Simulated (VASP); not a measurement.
GaN:

```
Ga N
1.0
     0.00000    2.25350    2.25350
     2.25350    0.00000    2.25350
     2.25350    2.25350    0.00000
Ga N
1 1
Direct
  0.00000 0.00000 0.00000
  0.25000 0.25000 0.25000
```

The cell is a database's computed one.

Base run:

- Program: VASP 6.6.1
- Functional: PBEsol
- Potentials or basis: VASP PAW PBE potentials, release 64 (Ga_d, N)
- Cutoff: 520 eV
- k mesh: 10 × 10 × 10
- Occupations: gaussian, width 0.02 eV
- Spin: no spin polarisation

Its results: band gap on the k mesh 1.68 eV, direct.

The run is repeated on the same cell with these changes: functional from PBEsol to TB-mBJ. What comes out?

Band gap on the k mesh 2.87 eV, direct.

Not every run made on this cell is shown here.
